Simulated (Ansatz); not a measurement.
# AlNi2: the cost of one run

Method: DFT PBEsol, scalar-relativistic, plane waves, PAW, in Ansatz 0.2.0.

2 further runs of the same task are left out: 2 set aside as unsound or not needed.

### 1 The system as given

Symmetry: P-3m1, No. 164, trigonal system. Conventional cell: a = 3.975 Å, b = 3.975 Å, c = 4.906 Å, α = 90.00°, β = 90.00°, γ = 120.00°. Around Al (site symmetry 3m) lie 8 Ni at 2.37 to 2.48 Å. Ni (site symmetry 3m) has 5 Al at 2.37 to 2.48 Å and 3 Ni at 2.47 Å in its first shell of neighbours. Ni (site symmetry -3m) is surrounded by 8 Ni at 2.45 to 2.47 Å and 6 Al at 2.75 Å. Around Ni (site symmetry -3m) lie 8 Ni at 2.45 to 2.76 Å and 6 Al at 2.48 Å.

Structure file:

```
CELL_PARAMETERS angstrom
-1.98745 -3.44236 0.00000
1.98745 -3.44236 0.00000
0.00000 0.00000 9.81209
ATOMIC_POSITIONS crystal
Al 0.66667 0.66667 0.09629
Al 0.66667 0.66667 0.59629
Al 0.33333 0.33333 0.40371
Al 0.33333 0.33333 0.90371
Ni 0.66667 0.66667 0.34377
Ni 0.66667 0.66667 0.84377
Ni 0.33333 0.33333 0.15623
Ni 0.33333 0.33333 0.65623
Ni 0.00000 0.00000 0.25000
Ni 0.00000 0.00000 0.75000
Ni 0.00000 0.00000 0.00000
Ni 0.00000 0.00000 0.50000
```

It goes back to an entry of the Materials Project, which need not be the stable form.

It is built from the cell relaxed beforehand with the same method (11.19 Å³/atom).

### 2 The undisturbed cell

The input, input.yaml:

```yaml
crystal:
  lattice:
    - [-1.9874494774, -3.4423634724, 0.0]
    - [1.9874494774, -3.4423634724, 0.0]
    - [0.0, 0.0, 9.8120888595]
  atoms:
    - { symbol: Al, position: [0.6666666667, 0.6666666667, 0.0962894314] }
    - { symbol: Al, position: [0.6666666667, 0.6666666667, 0.5962894314] }
    - { symbol: Al, position: [0.3333333333, 0.3333333333, 0.4037105686] }
    - { symbol: Al, position: [0.3333333333, 0.3333333333, 0.9037105686] }
    - { symbol: Ni, position: [0.6666666667, 0.6666666667, 0.3437686332] }
    - { symbol: Ni, position: [0.6666666667, 0.6666666667, 0.8437686332] }
    - { symbol: Ni, position: [0.3333333333, 0.3333333333, 0.1562313668] }
    - { symbol: Ni, position: [0.3333333333, 0.3333333333, 0.6562313668] }
    - { symbol: Ni, position: [1.0, 1.0, 0.25] }
    - { symbol: Ni, position: [1.0, 1.0, 0.75] }
    - { symbol: Ni, position: [1.0, 1.0, 0.0] }
    - { symbol: Ni, position: [1.0, 1.0, 0.5] }
basis:
  ecutwfc: 420
kpoints:
  mp_grid: { grid: [14, 14, 5] }
hamiltonian:
  xc: pbesol
scf:
  occupations: { method: gaussian, width: 0.15 }
output:
  forces: true
  stress: true
  eigenvalues: true
  write_density: true
  write_potential: true
  elf: true
  volumetric_format: npy
```

Run with:

```sh
> ansatz run input.yaml --threads 2 --pin off --max-ram 5120MiB --backend cpu --events-out ev --progress --plain --runs-dir out
```

Q: Estimate wall time and peak memory on 2 threads of Arm Neoverse V1, shared host.

About 63 s, with a peak of 1.1 GiB.
